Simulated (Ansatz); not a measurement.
Molecular dynamics on a 1×1×1 supercell (6 atoms) of SiS2 (Ibam), relaxed with r2SCAN+rVV10. Forces come from PBEsol in the PAW code Ansatz: a Langevin thermostat at fixed volume, 200 K, steps of 3 fs. Computed, non-magnetic; the trajectory is short and the cell small, so nothing here is a converged average.

```yaml
crystal:
  lattice:
    - [-2.7433908183, 4.8180676674, 2.7616510829]
    - [2.7433908183, -4.8180676674, 2.7616510829]
    - [2.7433908183, 4.8180676674, -2.7616510829]
  atoms:
    - { symbol: Si, position: [0.75, 0.75, 0.0] }
    - { symbol: Si, position: [0.25, 0.25, 0.0] }
    - { symbol: S, position: [0.1177775564, 0.2122162985, 0.3299938549] }
    - { symbol: S, position: [0.8822224436, 0.7877837015, 0.6700061451] }
    - { symbol: S, position: [0.6177775564, 0.2877837015, 0.9055612579] }
    - { symbol: S, position: [0.3822224436, 0.7122162985, 0.0944387421] }
kpoints:
  mp_grid: { grid: [4, 4, 4] }
hamiltonian:
  xc: pbesol
scf:
  occupations: { method: fermi_dirac, width: 0.02 }
md:
  ensemble: nvt_langevin
  temperature: 200
  timestep: 3.0
  n_steps: 30
  initial_velocities: maxwell_boltzmann
  seed: 2978
```

Command: `ansatz run input.yaml --threads 4 --pin off --max-ram 5529MiB --backend cpu --events-out ev --progress --plain --runs-dir out`.

Q: It took 16 s on 4 threads of AMD EPYC 9R45 96-Core Processor (Zen 5), on a shared host, load about 0.2 per core. What peak of host memory did it reach?

A: About 0.56 GiB.

| step | t (fs) | T (K) | free energy F from step 0 (meV/atom) | kinetic energy (meV/atom) | largest force (eV/Å) |
| --- | --- | --- | --- | --- | --- |
| 0 | 0 | 167 | 0.0 | 21.5 | 0.12 |
| 1 | 3 | 157 | 0.9 | 20.4 | 0.35 |
| 2 | 6 | 147 | 3.5 | 19.1 | 0.69 |
| 3 | 9 | 128 | 7.4 | 16.6 | 1.00 |
| 4 | 12 | 76 | 11.2 | 9.8 | 1.20 |
| 5 | 15 | 90 | 13.9 | 11.6 | 1.28 |
| 6 | 18 | 82 | 15.3 | 10.5 | 1.25 |
| 7 | 21 | 126 | 15.2 | 16.2 | 1.13 |
| 8 | 24 | 114 | 14.7 | 14.7 | 0.98 |
| 9 | 27 | 129 | 14.6 | 16.6 | 0.90 |
| 10 | 30 | 139 | 15.4 | 17.9 | 1.09 |
| 11 | 33 | 129 | 16.9 | 16.7 | 1.24 |
| 12 | 36 | 105 | 18.2 | 13.6 | 1.30 |
| 13 | 39 | 83 | 18.8 | 10.8 | 1.27 |
| 14 | 42 | 91 | 18.4 | 11.8 | 1.16 |
| 15 | 45 | 81 | 17.6 | 10.4 | 1.07 |
| 16 | 48 | 88 | 16.9 | 11.3 | 0.98 |
| 17 | 51 | 100 | 16.3 | 13.0 | 0.85 |
| 18 | 54 | 109 | 16.7 | 14.0 | 0.84 |
| 19 | 57 | 81 | 17.9 | 10.5 | 1.02 |
| 20 | 60 | 109 | 19.3 | 14.1 | 1.25 |
| 21 | 63 | 122 | 20.2 | 15.8 | 1.39 |
| 22 | 66 | 125 | 19.7 | 16.2 | 1.42 |
| 23 | 69 | 142 | 18.0 | 18.4 | 1.34 |
| 24 | 72 | 170 | 15.7 | 22.0 | 1.17 |
| 25 | 75 | 158 | 13.4 | 20.5 | 0.93 |
| 26 | 78 | 223 | 11.2 | 28.9 | 0.67 |
| 27 | 81 | 241 | 10.3 | 31.1 | 0.67 |
| 28 | 84 | 202 | 11.3 | 26.1 | 0.73 |
| 29 | 87 | 205 | 14.0 | 26.5 | 0.79 |
| 30 | 90 | 173 | 17.3 | 22.3 | 1.05 |

The temperature starts at 167 K, is lowest at step 4 (76 K, 12 fs) and ends at 173 K. The atoms start on their lattice sites with kinetic energy alone, so much of it first passes into potential energy. The first value is 5/6 of the setting, since velocities are drawn without the motion of the centre of mass and T is counted over all atoms. By the last step the atoms have moved 0.07 Å in the root mean square, the drift of the whole cell taken out, 0.09 Å at most.

Positions (Å) and forces (eV/Å) at step 30:
```
Si   0.058   0.018   4.123    -0.376  -0.587   0.271
Si   0.056   0.001   1.420    -0.815  -0.029  -0.662
S    1.113   1.187   0.018     0.633   0.396  -0.143
S    1.579   3.735   2.774     0.358  -0.024  -0.185
S    1.549   5.911   0.015     0.350  -0.047  -0.083
S    1.242  -1.162   2.700    -0.149   0.290   0.802
```
